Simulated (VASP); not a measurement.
# CdSe (Cadmoselite) (P6_3mc) in VASP: further runs, part 2 of 2

VASP 6.6.1. The steps go on from the part before.

**3. Wannier functions by SCDM, PBE**

The input, POSCAR:

```
CdSe
1.0
    4.3000000000      0.0000000000      0.0000000000
   -2.1500000000      3.7239092363      0.0000000000
    0.0000000000      0.0000000000      7.0200000000
Cd Se
2 2
Direct
    0.6666666667      0.3333333333      0.5000000000
    0.3333333333      0.6666666667      0.0000000000
    0.6666666667      0.3333333333      0.8850000000
    0.3333333333      0.6666666667      0.3850000000
```

The input, INCAR.step1:

```
SYSTEM = CdSe
PREC = Accurate ; ENCUT = 520
EDIFF = 1E-7 ; ISMEAR = 0
SIGMA = 0.02 ; LREAL = .False.
LASPH = .True. ; NELM = 60
ALGO = Fast ; ISIF = 2
LWAVE = .True. ; LCHARG = .True.
GGA = PE
```

The input, INCAR.step2:

```
SYSTEM = CdSe
PREC = Accurate ; ENCUT = 520
EDIFF = 1E-7 ; ISMEAR = 0
SIGMA = 0.02 ; LREAL = .False.
LASPH = .True. ; NELM = 60
ALGO = Fast ; ISIF = 2
LWAVE = .False. ; LCHARG = .False.
GGA = PE ; ISTART = 1
ICHARG = 11 ; ISYM = -1
NUM_WANN = 18 ; LSCDM = .True.
```

The input, KPOINTS:

```
Automatic mesh
0
Gamma
  4 4 2
  0 0 0
```

The input, KPOINTS_OPT:

```
path GMKGALHA,LM,KH
12
line-mode
reciprocal
 0.0000000000  0.0000000000  0.0000000000  G
 0.5000000000  0.0000000000  0.0000000000  M

 0.5000000000  0.0000000000  0.0000000000  M
 0.3333333333  0.3333333333  0.0000000000  K

 0.3333333333  0.3333333333  0.0000000000  K
 0.0000000000  0.0000000000  0.0000000000  G

 0.0000000000  0.0000000000  0.0000000000  G
 0.0000000000  0.0000000000  0.5000000000  A

 0.0000000000  0.0000000000  0.5000000000  A
 0.5000000000  0.0000000000  0.5000000000  L

 0.5000000000  0.0000000000  0.5000000000  L
 0.3333333333  0.3333333333  0.5000000000  H

 0.3333333333  0.3333333333  0.5000000000  H
 0.0000000000  0.0000000000  0.5000000000  A

 0.5000000000  0.0000000000  0.5000000000  L
 0.5000000000  0.0000000000  0.0000000000  M

 0.3333333333  0.3333333333  0.0000000000  K
 0.3333333333  0.3333333333  0.5000000000  H
```

The input, KPOINTS_WAN:

```
path GMKGALHA,LM,KH
12
line-mode
reciprocal
 0.0000000000  0.0000000000  0.0000000000  G
 0.5000000000  0.0000000000  0.0000000000  M

 0.5000000000  0.0000000000  0.0000000000  M
 0.3333333333  0.3333333333  0.0000000000  K

 0.3333333333  0.3333333333  0.0000000000  K
 0.0000000000  0.0000000000  0.0000000000  G

 0.0000000000  0.0000000000  0.0000000000  G
 0.0000000000  0.0000000000  0.5000000000  A

 0.0000000000  0.0000000000  0.5000000000  A
 0.5000000000  0.0000000000  0.5000000000  L

 0.5000000000  0.0000000000  0.5000000000  L
 0.3333333333  0.3333333333  0.5000000000  H

 0.3333333333  0.3333333333  0.5000000000  H
 0.0000000000  0.0000000000  0.5000000000  A

 0.5000000000  0.0000000000  0.5000000000  L
 0.5000000000  0.0000000000  0.0000000000  M

 0.3333333333  0.3333333333  0.0000000000  K
 0.3333333333  0.3333333333  0.5000000000  H
```

Potentials or basis: VASP PAW PBE potentials, release 64 (Cd, Se).

Launch:

```sh
$ cat potpaw_PBE.64/Cd/POTCAR potpaw_PBE.64/Se/POTCAR > POTCAR
$ cp INCAR.step1 INCAR
$ mpirun -np 1 vasp_std > vasp.out
$ cp INCAR.step2 INCAR
$ mpirun -np 1 vasp_std > vasp.out
```

OUTCAR:

```text
SYSTEM = CdSe
   PREC = Accurate
   ENCUT = 520
   EDIFF = 1E-7
   ISMEAR = 0
   LREAL = .False.
   LASPH = .True.
   NELM = 60
   ISIF = 2
   GGA = PE
   ISTART = 1
   ICHARG = 11
   ISYM = -1

 ion  position               nearest neighbor table
   1  0.667  0.333  0.500-   4 2.61   4 2.61   4 2.61   3 2.70
   2  0.333  0.667  0.000-   3 2.61   3 2.61   3 2.61   4 2.70
   3  0.667  0.333  0.885-   2 2.61   2 2.61   2 2.61   1 2.70
   4  0.333  0.667  0.385-   1 2.61   1 2.61   1 2.61   2 2.70

IMPORTANT INFORMATION: All symmetrisations will be switched off!
NOSYMM: (Re-)initialisation of all symmetry stuff for point group C_1.

----------------------------------------------------------------------------------------

                                     Primitive cell

  volume of cell :     112.4099

  direct lattice vectors                    reciprocal lattice vectors
     4.300000000  0.000000000  0.000000000     0.232558140  0.134267504  0.000000000
    -2.150000000  3.723909236  0.000000000     0.000000000  0.268535009  0.000000000
     0.000000000  0.000000000  7.020000000     0.000000000  0.000000000  0.142450142

  length of vectors
[... 137 lines left out ...]
 val. band max:        0.9508095189   @ k =   0.0000   0.0000   0.0000
 cond. band min:       1.6464934231   @ k =   0.0000   0.0000   0.0000
 fundamental gap:      0.6956839041
 Fermi energy:         1.0511837087

 k-point     1 :       0.0000    0.0000    0.0000
  band No.  band energies     occupation
      1     -11.6406      2.00000
      2     -11.2740      2.00000
      3      -7.0002      2.00000
      4      -7.0001      2.00000
      5      -6.9445      2.00000
      6      -6.9444      2.00000
[... 589 lines left out ...]
     21       5.9170      0.00000
     22       5.9170      0.00000

 [... further k-points ...]

------------------------ aborting loop because EDIFF is reached ----------------------------------------

  FORCE on cell =-STRESS in cart. coord.  units (eV):
  Direction    XX          YY          ZZ          XY          YZ          ZX
  --------------------------------------------------------------------------------------
  -------------------------------------------------------------------------------------
  Total        2.9516536      2.9505767      1.2729062     -0.0009675     -0.0000152      0.0000120
  in kB       42.0698836     42.0545355     18.1427169     -0.0137903     -0.0002172      0.0001710
  external PRESSURE =      34.0890453 kB  Pullay stress =       0.0000000 kB

 VOLUME and BASIS-vectors are now :
 -----------------------------------------------------------------------------
  energy-cutoff  :      520.00
  volume of cell :      112.41
      direct lattice vectors                 reciprocal lattice vectors
     4.300000000  0.000000000  0.000000000     0.232558140  0.134267504  0.000000000
    -2.150000000  3.723909236  0.000000000     0.000000000  0.268535009  0.000000000
     0.000000000  0.000000000  7.020000000     0.000000000  0.000000000  0.142450142

 POSITION                                       TOTAL-FORCE (eV/Angst)
 -----------------------------------------------------------------------------------
      2.15000      1.24130      3.51000        -0.000043      0.000023      0.306858
     -0.00000      2.48261      0.00000         0.000044     -0.000027      0.306852
      2.15000      1.24130      6.21270         0.000005      0.000003     -0.306859
     -0.00000      2.48261      2.70270        -0.000007      0.000000     -0.306852
 -----------------------------------------------------------------------------------
    total drift:                                0.000001      0.000000      0.000167

  FREE ENERGIE OF THE ION-ELECTRON SYSTEM (eV)
  ---------------------------------------------------
  free  energy   TOTEN  =       -10.8501976882 eV

  energy  without entropy=      -10.8501976882  energy(sigma->0) =      -10.85019769
```

OUTCAR.step1:

```text
SYSTEM = CdSe
   PREC = Accurate
   ENCUT = 520
   EDIFF = 1E-7
   ISMEAR = 0
   LREAL = .False.
   LASPH = .True.
   NELM = 60
[... 414 lines left out ...]
     -0.00000      2.48261      0.00000         0.000000     -0.000000      0.306812
      2.15000      1.24130      6.21270         0.000000      0.000000     -0.306812
     -0.00000      2.48261      2.70270        -0.000000      0.000000     -0.306812
 -----------------------------------------------------------------------------------
    total drift:                               -0.000000     -0.000000      0.000094

  FREE ENERGIE OF THE ION-ELECTRON SYSTEM (eV)
  ---------------------------------------------------
  free  energy   TOTEN  =       -10.8502045554 eV

  energy  without entropy=      -10.8502045554  energy(sigma->0) =      -10.85020456
```

OSZICAR.step1:

```text
N       E                     dE             d eps       ncg     rms          rms(c)
DAV:   1     0.248332460089E+03    0.24833E+03   -0.17461E+04   352   0.149E+03
DAV:   2     0.220033504369E+01   -0.24613E+03   -0.24040E+03   394   0.349E+02
DAV:   3    -0.115012132099E+02   -0.13702E+02   -0.13658E+02   412   0.829E+01
DAV:   4    -0.116201420479E+02   -0.11893E+00   -0.11889E+00   394   0.765E+00
DAV:   5    -0.116211159289E+02   -0.97388E-03   -0.97383E-03   412   0.640E-01    0.891E+00
RMM:   6    -0.108882945366E+02    0.73282E+00   -0.16221E+00   352   0.726E+00    0.731E+00
RMM:   7    -0.108552325054E+02    0.33062E-01   -0.79751E-01   360   0.373E+00    0.206E+00
RMM:   8    -0.108493556370E+02    0.58769E-02   -0.44742E-02   378   0.114E+00    0.926E-01
RMM:   9    -0.108503061741E+02   -0.95054E-03   -0.98395E-03   382   0.626E-01    0.332E-01
RMM:  10    -0.108500836969E+02    0.22248E-03   -0.13255E-03   406   0.276E-01    0.778E-02
RMM:  11    -0.108502048623E+02   -0.12117E-03   -0.39854E-04   389   0.101E-01    0.341E-02
RMM:  12    -0.108502015994E+02    0.32628E-05   -0.44161E-05   402   0.363E-02    0.100E-02
RMM:  13    -0.108502045843E+02   -0.29849E-05   -0.19810E-05   392   0.216E-02    0.411E-03
RMM:  14    -0.108502042942E+02    0.29007E-06   -0.29713E-06   375   0.930E-03    0.366E-03
RMM:  15    -0.108502045410E+02   -0.24675E-06   -0.84669E-07   324   0.469E-03    0.395E-04
RMM:  16    -0.108502045554E+02   -0.14424E-07   -0.16263E-07   264   0.193E-03
   1 F= -.10850205E+02 E0= -.10850205E+02  d E =-.849997E-14
```

Run time: 87 s. Hardware: 1 thread of Intel Xeon 6975P-C (Granite Rapids), shared host; peak memory 0.3 GiB.

Results:

```
Band gap on the k mesh        : 0.70 eV, direct
Band gap along the path       : 0.70 eV, direct
RMS miss of the Wannier bands : 0.180 eV
```

Levels at the corners of the path, in eV from the valence-band top:
```
point  band 15  band 16  band 17  band 18  band 19  band 20  band 21  band 22
    Γ    -0.72    -0.01     0.00     0.00     0.70     2.11     5.87     5.87
    M    -2.57    -1.86    -1.24    -0.83     3.23     3.30     4.80     6.16
    M    -2.57    -1.86    -1.24    -0.83     3.23     3.30     4.80     6.16
    K    -3.07    -1.80    -1.80    -1.79     4.38     4.80     4.80     7.06
    K    -3.07    -1.80    -1.80    -1.79     4.38     4.80     4.80     7.07
    Γ    -0.72    -0.01     0.00     0.00     0.70     2.11     5.87     5.87
    Γ    -0.72    -0.01     0.00     0.00     0.70     2.11     5.87     5.87
    A    -0.37    -0.37    -0.37    -0.37     2.33     2.33     5.83     5.83
    A    -0.37    -0.37    -0.37    -0.37     2.33     2.33     5.83     5.83
    L    -1.38    -1.38    -1.29    -1.29     2.98     2.98     4.77     4.77
    L    -1.38    -1.38    -1.29    -1.29     2.98     2.98     4.77     4.77
    H    -2.49    -2.49    -1.06    -1.06     3.79     3.79     5.92     5.92
    H    -2.49    -2.49    -1.06    -1.06     3.79     3.79     5.92     5.92
    A    -0.37    -0.37    -0.37    -0.37     2.33     2.33     5.83     5.83
    L    -1.38    -1.38    -1.29    -1.29     2.98     2.98     4.77     4.77
    M    -2.57    -1.86    -1.24    -0.83     3.23     3.30     4.80     6.16
    K    -3.07    -1.80    -1.80    -1.79     4.38     4.80     4.80     7.08
    H    -2.49    -2.49    -1.06    -1.06     3.79     3.79     5.92     5.92
```

Caveat: the k mesh is coarse (spacing up to 0.45 Å⁻¹), so the values aren't converged. A hybrid or GW would open this gap; PBE tends to underestimate it.

**4. Dielectric tensor, PBE**

The input, INCAR:

```
SYSTEM = CdSe
PREC = Accurate
ENCUT = 800
EDIFF = 1E-8
ISMEAR = 0
SIGMA = 0.01
LREAL = .FALSE.
LASPH = .TRUE.
NELM = 100
ALGO = Normal
ISIF = 2
LWAVE = .FALSE.
LCHARG = .FALSE.
GGA = PE
LEPSILON = .TRUE.
```

The input, KPOINTS:

```
regular mesh
0
G
  13 13 7
  0 0 0
```

POSCAR is that of step 3.

Potentials or basis: VASP PAW PBE potentials, release 64 (Cd, Se).

Launch:

```sh
$ cat potpaw_PBE.64/Cd/POTCAR potpaw_PBE.64/Se/POTCAR > POTCAR
$ mpirun -np 1 vasp_std > vasp.out
```

OUTCAR:

```text
SYSTEM = CdSe
   PREC = Accurate
   ENCUT = 800
   EDIFF = 1E-8
   ISMEAR = 0
   LREAL = .FALSE.
   LASPH = .TRUE.
   NELM = 100
   ISIF = 2
   GGA = PE
   LEPSILON = .TRUE.

 ion  position               nearest neighbor table
   1  0.667  0.333  0.500-   4 2.61   4 2.61   4 2.61   3 2.70
   2  0.333  0.667  0.000-   3 2.61   3 2.61   3 2.61   4 2.70
   3  0.667  0.333  0.885-   2 2.61   2 2.61   2 2.61   1 2.70
   4  0.333  0.667  0.385-   1 2.61   1 2.61   1 2.61   2 2.70

  LATTYP: Found a hexagonal cell.
 ALAT       =     4.3000000000
 C/A-ratio  =     1.6325581395

  Lattice vectors:

 A1 = (   4.3000000000,   0.0000000000,   0.0000000000)
 A2 = (  -2.1500000000,   3.7239092363,   0.0000000000)
 A3 = (   0.0000000000,   0.0000000000,   7.0200000000)

Analysis of symmetry for initial positions (statically):
=====================================================================
 Subroutine PRICEL returns:
 Original cell was already a primitive cell.

 Routine SETGRP: Setting up the symmetry group for a
 hexagonal supercell.

 Subroutine GETGRP returns: Found 12 space group operations
 (whereof  6 operations were pure point group operations)
[... 834 lines left out ...]

  energy without entropy =       -2.27313968

------------------------ aborting loop because EDIFF is reached ----------------------------------------

 PIEZOELECTRIC TENSOR FIELD DIRECTION 3  (e Angst)
 -----------------------------------------------------------------------------
     2.34141  0.00000 -0.00000           ( -0.03078  0.00000 -0.00000)
     0.00000  2.34141 -0.00000           (  0.00000 -0.03078  0.00000)
    -0.00000  0.00000 -5.32894           ( -0.00000  0.00000  0.07294)

 PIEZOELECTRIC TENSOR FIELD DIRECTION 3  (C/m^2)
 -----------------------------------------------------------------------------
     0.33372  0.00000 -0.00000
     0.00000  0.33372 -0.00000
    -0.00000  0.00000 -0.75953

 MACROSCOPIC STATIC DIELECTRIC TENSOR (including local field effects in DFT)
 ------------------------------------------------------
           7.708653    -0.000000     0.000000
           0.000000     7.708653     0.000000
           0.000000     0.000000     7.745139
 ------------------------------------------------------

 PIEZOELECTRIC TENSOR (including local field effects)  for field in x, y, z        (e  Angst)
          XX          YY          ZZ          XY          YZ          ZX
  --------------------------------------------------------------------------------
  x     0.00000     0.00000     0.00000    -0.00000     0.00000     2.32502
  y     0.00000     0.00000     0.00000     0.00000     2.32502     0.00000
  z     2.34141     2.34141    -5.32894     0.00000     0.00000     0.00000

 PIEZOELECTRIC TENSOR (including local field effects)  for field in x, y, z        (C/m^2)
          XX          YY          ZZ          XY          YZ          ZX
  --------------------------------------------------------------------------------
  x     0.00000     0.00000     0.00000    -0.00000     0.00000     0.33138
  y     0.00000     0.00000     0.00000     0.00000     0.33138     0.00000
  z     0.33372     0.33372    -0.75953     0.00000     0.00000     0.00000

 BORN EFFECTIVE CHARGES (including local field effects) (in |e|, cummulative output)
 ---------------------------------------------------------------------------------
 ion    1
    1     2.17623     0.00000     0.00000
    2     0.00000     2.17623     0.00000
    3    -0.00000     0.00000     2.26121
 ion    2
    1     2.17623     0.00000     0.00000
    2     0.00000     2.17623    -0.00000
    3     0.00000     0.00000     2.26121
 ion    3
    1    -2.17623     0.00000     0.00000
    2     0.00000    -2.17623    -0.00000
    3     0.00000     0.00000    -2.26121
 ion    4
    1    -2.17623     0.00000     0.00000
    2    -0.00000    -2.17623     0.00000
    3     0.00000    -0.00000    -2.26121
```

OSZICAR:

```text
N       E                     dE             d eps       ncg     rms          rms(c)
DAV:   1     0.304231882208E+03    0.30423E+03   -0.21764E+04  3696   0.207E+03
[... 12 lines left out ...]
RMM:   6    -0.226984180449E+01   -0.30171E-02   -0.12590E-04  5614   0.542E-02    0.196E-02
RMM:   7    -0.227245396289E+01   -0.26122E-02   -0.37497E-05  5939   0.368E-02    0.457E-03
RMM:   8    -0.227301306735E+01   -0.55910E-03   -0.13059E-06  5512   0.102E-02    0.191E-03
RMM:   9    -0.227312443186E+01   -0.11136E-03    0.50697E-06  5794   0.489E-03    0.586E-04
RMM:  10    -0.227314626325E+01   -0.21831E-04    0.32206E-07  6172   0.108E-03    0.239E-04
RMM:  11    -0.227314326182E+01    0.30014E-05    0.23116E-07  5902   0.734E-04    0.587E-05
RMM:  12    -0.227314051422E+01    0.27476E-05   -0.51128E-07  4396   0.150E-04    0.245E-05
RMM:  13    -0.227313967511E+01    0.83911E-06   -0.37509E-07  3609   0.105E-04    0.790E-06
```

stdout:

```text
POSCAR found type information on POSCAR CdSe
 POSCAR found :  2 types and       4 ions
 scaLAPACK will be used
 LDA part: xc-table for (Slater+PW92), standard interpolation
 POSCAR, INCAR and KPOINTS ok, starting setup
 FFT: planning ... GRIDC
 FFT: planning ... GRID_SOFT
 FFT: planning ... GRID
 WAVECAR not read
 entering main loop
 Linear response reoptimize wavefunctions to high precision
 Linear response G [H, r] |phi>, progress :
  Direction:   1
 Linear response G [H, r] |phi>, progress :
  Direction:   2
 Linear response G [H, r] |phi>, progress :
  Direction:   3
 Linear response to external field (no local field effect), progress :
  Direction:   1
 dielectric tensor                  component  1 :     7.046    -2.536    -0.722
 Linear response to external field (no local field effect), progress :
  Direction:   2
 dielectric tensor                  component  2 :    -2.536     9.121    -0.749
 Linear response to external field (no local field effect), progress :
  Direction:   3
 dielectric tensor                  component  3 :    -0.724    -0.750     8.089
 Linear response to external field, progress :
  Direction:   1
 dielectric tensor                  component  1 :     7.709    -0.328     0.000
 Linear response to external field, progress :
  Direction:   2
 dielectric tensor                  component  2 :    -0.973     7.709     0.001
 Linear response to external field, progress :
  Direction:   3
 dielectric tensor                  component  3 :    -0.730    -0.753     7.745
 Born effective charges drift removed
```

Wall time 48 min (1 thread of AMD EPYC 9R45 (Zen 5), shared host); peak memory 3 GiB.

What came out:

```yaml
Band_gap_on_the_k_mesh: 0.70 eV, direct
Electronic_dielectric_tensor_diagonal: 7.71, 7.71, 7.75
Born_charges_mean_of_the_diagonal: Cd +2.20; Se -2.20 e
```

Levels at points of the mesh, in eV from the valence-band top:
```tsv
k point	band 14	band 15	band 16	band 17	band 18	band 19	band 20	band 21	band 22
(0.00, 0.00, 0.00)	-0.72	-0.72	-0.01	0.00	0.00	0.70	2.12	5.88	5.88
```

Electronic dielectric tensor:
```
7.71 0.00 0.00
0.00 7.71 0.00
0.00 0.00 7.75
```

Born effective charge tensors (e):
atom 1, Cd
```
2.18 0.00 0.00
0.00 2.18 0.00
0.00 0.00 2.26
```
atom 2, Cd
```
2.18 0.00 0.00
0.00 2.18 0.00
0.00 0.00 2.26
```
atom 3, Se
```
-2.18  0.00  0.00
 0.00 -2.18  0.00
 0.00  0.00 -2.26
```
atom 4, Se
```
-2.18  0.00  0.00
 0.00 -2.18  0.00
 0.00  0.00 -2.26
```

**5. The reference run**

An earlier run on the cell as given: functional PBE; potentials or basis VASP PAW PBE potentials, release 64 (Cd, Se); cutoff 520 eV; k mesh 7 × 7 × 4; occupations fermi-dirac, width 0.05 eV; no spin polarisation.

* Pressure: 3.3 GPa
* Largest force: 0.291 eV/Å
* Band gap on the k mesh: 0.70 eV, direct

**6. The runs side by side**

| task | k mesh | cutoff (eV) | smearing | mesh quality | gap on the mesh (eV) |
| --- | --- | --- | --- | --- | --- |
| Berry-phase polarisation | 7 × 7 × 4 | 520 | gaussian 0.02 eV | not flagged | - |
| Wannier functions by SCDM | 4 × 4 × 2 | 520 | gaussian 0.02 eV | coarse | 0.70 |
| dielectric tensor | 13 × 13 × 7 | 800 | gaussian 0.01 eV | not flagged | 0.70 |
| single point | 7 × 7 × 4 | 520 | fermi-dirac 0.05 eV | not flagged | 0.70 |

Alike in all rows: level PBE; potentials or basis VASP PAW PBE potentials, release 64 (Cd, Se); no spin polarisation; cell as given.

Caveats: some runs use coarse meshes.

Total energies depend on the potentials used, so only differences within one code and one set of settings carry meaning.

**7. How close it comes**

Step 4. Against the measured gap of CdSe, 1.841 eV (2 K; a printed reference work, data compilation), the calculated 0.70 eV is off by -1.14 eV. So large a miss can be the level of theory's own, or it may mean another phase, state or a wrong row. Spin-orbit coupling on Cd, Se is left out. The value is that of PBE, without temperature or zero-point motion. Semilocal functionals fall short of measured gaps as a rule.
